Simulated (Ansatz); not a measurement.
# CO2: the cost of one run

Method: DFT, PBE, plane-wave PAW, default files, scalar-relativistic, as far as a step names no other, in Ansatz 0.2.0.

1 further run of the same task is left out (set aside as unsound or not needed).

## Step 1: Starting point

Symmetry: P4_2/mnm, No. 136, tetragonal system. The conventional cell has a = 3.516 Å, b = 3.516 Å, c = 4.104 Å, α = 90.00°, β = 90.00°, γ = 90.00°. C (site symmetry mmm) is surrounded by 2 O at 1.16 Å. O (site symmetry m2m) is surrounded by 1 C at 1.16 Å.

Coordinates:

```cif
data_structure
_symmetry_space_group_name_H-M 'P 1'
_symmetry_Int_Tables_number 1
_cell_length_a 3.5161
_cell_length_b 3.5161
_cell_length_c 4.1043
_cell_angle_alpha 90.000
_cell_angle_beta 90.000
_cell_angle_gamma 90.000
_cell_volume 50.74
loop_
_atom_site_label
_atom_site_type_symbol
_atom_site_fract_x
_atom_site_fract_y
_atom_site_fract_z
_atom_site_occupancy
C1 C 0.00000 0.00000 0.00000 1
C2 C 0.50000 0.50000 0.50000 1
O1 O 0.23291 0.23291 0.00000 1
O2 O 0.26709 0.73291 0.50000 1
O3 O 0.76709 0.76709 0.00000 1
O4 O 0.73291 0.26709 0.50000 1
```

The earlier run gave: gap on the mesh 5.70 eV, largest force 0.004 eV/Å, pressure 29.0 GPa.

Like atoms gathered into sites:

| site | atoms | first shell | V_zz (10²¹ V/m²) | η | C_Q (MHz) |
| --- | --- | --- | --- | --- | --- |
| C | 1, 2 | 2 O at 1.16 Å, angle 180° | -2.96 | 0.19 | – |
| O | 3, 4, 5, 6 | 1 C at 1.16 Å | 7.38 | 0.13 | -4.57 (¹⁷O) |

Conventions: |V_zz| ≥ |V_yy| ≥ |V_xx|, η = (V_xx − V_yy)/V_zz, C_Q = eQV_zz/h. Nuclear quadrupole moments: year-2017 set (Pyykkö). A dash under C_Q marks elements without a common quadrupolar isotope.

## Step 2: A check on settings: crystal.symmetry = detect: false

Input file input.yaml:

```yaml
crystal:
  lattice:
    - [3.5161, 0.0, 0.0]
    - [0.0, 3.5161, 0.0]
    - [0.0, 0.0, 4.1043]
  atoms:
    - { symbol: C, position: [0.0, 0.0, 0.0] }
    - { symbol: C, position: [0.5, 0.5, 0.5] }
    - { symbol: O, position: [0.2329106708, 0.2329106708, 0.0] }
    - { symbol: O, position: [0.2670893292, 0.7329106708, 0.5] }
    - { symbol: O, position: [0.7670893292, 0.7670893292, 0.0] }
    - { symbol: O, position: [0.7329106708, 0.2670893292, 0.5] }
  symmetry: { detect: false }
kpoints:
  mp_grid: { grid: [5, 5, 5] }
scf:
  occupations: { method: fermi_dirac, width: 0.02 }
hamiltonian:
  xc: pbe
  pseudopotentials: { kind: paw }
output:
  forces: true
  stress: true
  populations: true
  efg: { quadrupole_moments_barn: { O: -0.02558 }, contact_densities: true }
```

Run with:

```sh
> ansatz run input.yaml --threads 1 --pin off --max-ram 3072MiB --backend cpu --events-out ev --progress --plain --runs-dir out
```

Q: Estimate wall time and peak memory on 1 thread of an x86-64 CPU, shared host.

About 4.8 s, with a peak of 0.42 GiB.
